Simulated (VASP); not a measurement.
# CsI: single point with r2SCAN

Crystal: CsI.

```
Cs I
1.0
     4.60814    0.00000    0.00000
     0.00000    4.60814    0.00000
     0.00000    0.00000    4.56897
Cs I
1 1
Direct
  0.00000 0.00000 0.00000
  0.50000 0.50000 0.50000
```

The cell was built by a generator and needn't be a form met in nature.

The cell isn't the ideal one: uniaxial_z strain -0.9%.

| Quantity | Value |
| --- | --- |
| Program | VASP 6.6.1 |
| Task | single point |
| Functional | r2SCAN |
| Potentials or basis | VASP PAW PBE potentials, release 64 (Cs_sv, I) |
| Cutoff | 520 eV |
| k mesh | 6 × 6 × 6 |
| Occupations | gaussian, width 0.01 eV |
| Spin | no spin polarisation |

```yaml
Pressure: 0.2 GPa
Band_gap_on_the_k_mesh: 4.50 eV, indirect (least direct gap 4.59 eV)
```

Stress tensor (GPa, compression positive):
```
0.11 0.00 0.00
0.00 0.11 0.00
0.00 0.00 0.26
```

Levels at points of the mesh, in eV from the valence-band top:
| k point | band 6 | band 7 | band 8 | band 9 | band 10 | band 11 |
| --- | --- | --- | --- | --- | --- | --- |
| (0.00, 0.00, 0.00) | -0.13 | -0.13 | -0.09 | 4.50 | 4.60 | 4.63 |
| (0.50, 0.00, 0.00) | -1.53 | -0.27 | -0.22 | 5.63 | 7.03 | 7.22 |
| (0.50, 0.50, 0.00) | -0.88 | -0.88 | 0.00 | 4.72 | 5.52 | 6.69 |
| (0.00, 0.00, 0.50) | -1.54 | -0.26 | -0.26 | 5.65 | 7.05 | 7.27 |
| (0.50, 0.00, 0.50) | -0.90 | -0.88 | -0.04 | 4.74 | 5.46 | 6.61 |
| (0.50, 0.50, 0.50) | -1.31 | -1.29 | -1.29 | 7.64 | 7.64 | 7.69 |

Wall time 110 s on 1 thread of AMD EPYC 9R45 96-Core Processor (Zen 5), on a shared host, peak memory 0.22 GiB.

Caveat: the PAW data sets were made with another functional, which shifts forces and pressure a little; spin-orbit coupling is left out, which moves the levels of the heavy elements. A k mesh can miss the band edges.
